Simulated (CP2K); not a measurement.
# Re (P6_3/mmc) in CP2K: single point with PBE

Aim: the single point of Re with PBE.

Everything below comes from runs of CP2K 2026.2. Logs are shortened: lines on timing, memory, paths and dates and some standing lists are left out, and cuts for length are marked.

**1. The structure**

The structure is hexagonal, space group P6_3/mmc (No. 194). The conventional cell has a = 2.761 Å, b = 2.761 Å, c = 4.458 Å, α = 90.00°, β = 90.00°, γ = 120.00°. Re (site symmetry -6m2) has 12 Re at 2.74 to 2.76 Å as nearest neighbours.

**2. Single point, PBE**

File re_scf.inp:

```
&GLOBAL
  PROJECT re_scf
  RUN_TYPE ENERGY_FORCE
  PRINT_LEVEL LOW
&END GLOBAL
&FORCE_EVAL
  METHOD QS
  STRESS_TENSOR ANALYTICAL
  &DFT
    BASIS_SET_FILE_NAME BASIS_MOLOPT_UZH
    POTENTIAL_FILE_NAME POTENTIAL_UZH
    &MGRID
      CUTOFF 450
      REL_CUTOFF 60
      NGRIDS 4
    &END MGRID
    &QS
      METHOD GPW
      EPS_DEFAULT 1.0E-10
    &END QS
    &KPOINTS
      SCHEME MONKHORST-PACK 11 11 6
      GAMMA_CENTERED T
      SYMMETRY T
      SYMMETRY_BACKEND SPGLIB
    &END KPOINTS
    &SCF
      SCF_GUESS ATOMIC
      EPS_SCF 1.0E-6
      MAX_SCF 100
      ADDED_MOS 16
      CHOLESKY OFF
      EPS_EIGVAL 1.0E-7
      &DIAGONALIZATION ON
        ALGORITHM STANDARD
      &END DIAGONALIZATION
      &MIXING ON
        METHOD BROYDEN_MIXING
        ALPHA 0.4
        BETA 1.5
        NBUFFER 8
      &END MIXING
      &SMEAR ON
        METHOD GAUSSIAN
        SIGMA [eV] 0.02
      &END SMEAR
    &END SCF
    &XC
      &XC_FUNCTIONAL
        &GGA_X_PBE
        &END GGA_X_PBE
        &GGA_C_PBE
        &END GGA_C_PBE
      &END XC_FUNCTIONAL
    &END XC
    &PRINT
      &KPOINTS ON
      &END KPOINTS
      &MULLIKEN ON
      &END MULLIKEN
      &MO ON
        ENERGIES T
        OCCUPATION_NUMBERS T
        &EACH
          QS_SCF 0
        &END EACH
        ADD_LAST NUMERIC
      &END MO
      &LOWDIN ON
      &END LOWDIN
      &HIRSHFELD ON
        SHAPE_FUNCTION DENSITY
      &END HIRSHFELD
    &END PRINT
  &END DFT
  &SUBSYS
    &CELL
      ABC 2.7608000000 2.7608000000 4.4582000000
      ALPHA_BETA_GAMMA 90.0000000000 90.0000000000 119.9999999997
      PERIODIC XYZ
    &END CELL
    &COORD
      SCALED
      Re  0.6666666667 0.3333333333 0.7500000000
      Re  0.3333333333 0.6666666667 0.2500000000
    &END COORD
    &KIND Re
      BASIS_SET TZVP-MOLOPT-PBE-GTH-q15
      POTENTIAL GTH-PBE-q15
    &END KIND
    &PRINT
      &ATOMIC_COORDINATES ON
      &END ATOMIC_COORDINATES
      &CELL ON
      &END CELL
      &SYMMETRY ON
      &END SYMMETRY
    &END PRINT
  &END SUBSYS
  &PRINT
    &FORCES ON
    &END FORCES
    &STRESS_TENSOR ON
    &END STRESS_TENSOR
  &END PRINT
&END FORCE_EVAL
```

Potentials or basis: POTENTIAL_UZH Re GTH-PBE-q15; TZVP-MOLOPT-PBE-GTH basis.

Launch:

```bash
OMP_NUM_THREADS=1 cp2k.psmp -i re_scf.inp -o re_scf.out
```

re_scf.out:

```text

 CP2K| version string:                                       CP2K version 2026.2
 CP2K| Input file name                                                re_scf.inp

 GLOBAL| Force Environment number                                              1
 GLOBAL| Basis set file name                                    BASIS_MOLOPT_UZH
 GLOBAL| Potential file name                                       POTENTIAL_UZH
 GLOBAL| MM Potential file name                                     MM_POTENTIAL
 GLOBAL| Coordinate file name                                      __STD_INPUT__
 GLOBAL| Method name                                                        CP2K
 GLOBAL| Project name                                                     re_scf
 GLOBAL| Run type                                                   ENERGY_FORCE
 GLOBAL| FFT library                                                       FFTW3
[... 8 lines left out ...]
 GLOBAL| CPU model name                                                  UNKNOWN

 CELL| Volume [angstrom^3]:                                            29.427954
 CELL| Vector a [angstrom]:       2.761     0.000     0.000   |a| =     2.760800
 CELL| Vector b [angstrom]:      -1.380     2.391     0.000   |b| =     2.760800
 CELL| Vector c [angstrom]:       0.000     0.000     4.458   |c| =     4.458200
 CELL| Angle (b,c), alpha [degree]:                                    90.000000
 CELL| Angle (a,c), beta  [degree]:                                    90.000000
 CELL| Angle (a,b), gamma [degree]:                                   120.000000
 CELL| Numerically orthorhombic:                                              NO
 CELL| Periodicity                                                           XYZ

 CELL_REF| Volume [angstrom^3]:                                        29.427954
 CELL_REF| Vector a [angstrom     2.761     0.000     0.000   |a| =     2.760800
 CELL_REF| Vector b [angstrom    -1.380     2.391     0.000   |b| =     2.760800
 CELL_REF| Vector c [angstrom     0.000     0.000     4.458   |c| =     4.458200
 CELL_REF| Angle (b,c), alpha [degree]:                                90.000000
 CELL_REF| Angle (a,c), beta  [degree]:                                90.000000
 CELL_REF| Angle (a,b), gamma [degree]:                               120.000000
 CELL_REF| Numerically orthorhombic:                                          NO
 CELL_REF| Periodicity                                                       XYZ
[... 9 lines left out ...]
 TOTAL NUMBERS AND MAXIMUM NUMBERS

  Total number of            - Atomic kinds:                                   1
                             - Atoms:                                          2
                             - Shell sets:                                     2
                             - Shells:                                        22
                             - Primitive Cartesian functions:                 12
                             - Cartesian basis functions:                     82
                             - Spherical basis functions:                     70

  Maximum angular momentum of- Orbital basis functions:                        3
                             - Local part of the GTH pseudopotential:          2
                             - Non-local part of the GTH pseudopotential:      4

[... 120 lines left out ...]
  Core density on regular grids:               29.9999999974       -0.0000000026
  Total charge density on r-space grids:       -0.0000000024
  Total charge density g-space grids:          -0.0000000024

  Overlap energy of the core charge distribution:               0.00000000218432
  Self energy of the core charge distribution:               -239.43588923878841
  Core Hamiltonian energy:                                     52.52865415171948
  Hartree energy:                                              45.58901946902182
  Exchange-correlation energy:                                -17.26082667214816
  Smearing free energy correction:                             -0.00000844587838
  Fermi energy:                                                 0.62738687353643

  Total energy:                                              -158.57905073388852
  Total energy (extrapolated to sigma->0):                   -158.57904651094933

 MO| EIGENVALUES AND OCCUPATION NUMBERS FOR K POINT 1
 MO|
 MO|  Index      Eigenvalue [a.u.]        Eigenvalue [eV]             Occupation
 MO|      1              -2.294668             -62.441091               2.000000
 MO|      2              -2.293968             -62.422047               2.000000
 MO|      3              -0.932380             -25.371345               2.000000
 MO|      4              -0.928300             -25.260341               2.000000
 MO|      5              -0.908030             -24.708757               2.000000
 MO|      6              -0.902697             -24.563647               2.000000
[... 512 lines left out ...]
 MO|     30               1.669010              45.416077               0.000000
 MO|     31               1.743227              47.435617               0.000000
 MO| Sum:                                                              28.000000
 MO| E(Fermi):            0.627387 a.u.         17.072065 eV

 [... the levels of further k-points ...]

 !-----------------------------------------------------------------------------!
                     Mulliken Population Analysis

 #  Atom  Element  Kind  Atomic population                           Net charge
       1     Re       1         15.000000                             -0.000000
       2     Re       1         15.000000                              0.000000
 # Total charge                             30.000000                  0.000000

 !-----------------------------------------------------------------------------!

 !-----------------------------------------------------------------------------!
                           Hirshfeld Charges

  #Atom  Element  Kind  Ref Charge     Population                    Net charge
      1       Re     1      15.000         15.000                        -0.000
      2       Re     1      15.000         15.000                        -0.000

  Total Charge                                                           -0.000
 !-----------------------------------------------------------------------------!

 LOWDIN POPULATION ANALYSIS

 #  Atom  Element  Kind  Atomic population                           Net charge
       1     Re       1         15.000000                              0.000000
       2     Re       1         15.000000                             -0.000000
 # Total charge                             30.000000                 -0.000000

 ENERGY| Total FORCE_EVAL ( QS ) energy [hartree]           -158.579050748060922

 FORCES| Atomic forces [hartree/bohr]
 FORCES|   Atom     x               y               z               |f|
 FORCES|      1  1.62751388E-10 -7.18770160E-10 -2.17250946E-10   7.68320591E-10
 FORCES|      2 -1.62965789E-10  7.18547581E-10  2.16823725E-10   7.68037110E-10
 FORCES| Sum    -2.14401568E-13 -2.22579644E-13 -4.27220991E-13
 FORCES| Total atomic force                                       5.27283136E-13

 STRESS| Analytical stress tensor [bar]
 STRESS|                        x                   y                   z
 STRESS|      x        4.13743147785E+04  -1.64983935552E-02   8.17234590437E-10
 STRESS|      y       -1.64983935552E-02   4.13744335470E+04  -2.07393808636E-07
 STRESS|      z        8.17234590437E-10  -2.07393808636E-07   3.41443602915E+04
 STRESS| 1/3 Trace                                             3.89643695390E+04
 STRESS| Determinant                                           5.84496420237E+13

 STRESS| Eigenvectors and eigenvalues of the analytical stress tensor [bar]
 STRESS|                        1                   2                   3
 STRESS| Eigenvalues   3.41443602915E+04   4.13743125293E+04   4.13744357962E+04
 STRESS|      x          -0.000000000000      0.990834567807     -0.135080935882
 STRESS|      y           0.000000000029      0.135080935882      0.990834567807
 STRESS|      z           1.000000000000     -0.000000000004     -0.000000000028
```

Wall time 1.8 min (1 thread of Arm Neoverse V2, shared host); peak memory 0.4 GiB.

Results:

* Free energy: -4315.1554 eV
* Pressure: 3.9 GPa
* Band gap on the k mesh: none (metal or under the smearing width)

Levels at points of the mesh, in eV from the Fermi level:
```
           k point  band 12  band 13  band 14  band 15  band 16  band 17  band 18  band 19
(0.00, 0.00, 0.00)    -1.57    -1.57    -0.74    -0.74     0.19     0.19     0.52     3.37
(0.00, 0.00, 0.50)    -2.42    -1.70    -1.70    -1.70    -1.70     2.57     2.57     2.57
```

Caveat: the basis of atomic orbitals isn't converged, which shifts pressures, moduli and gaps.
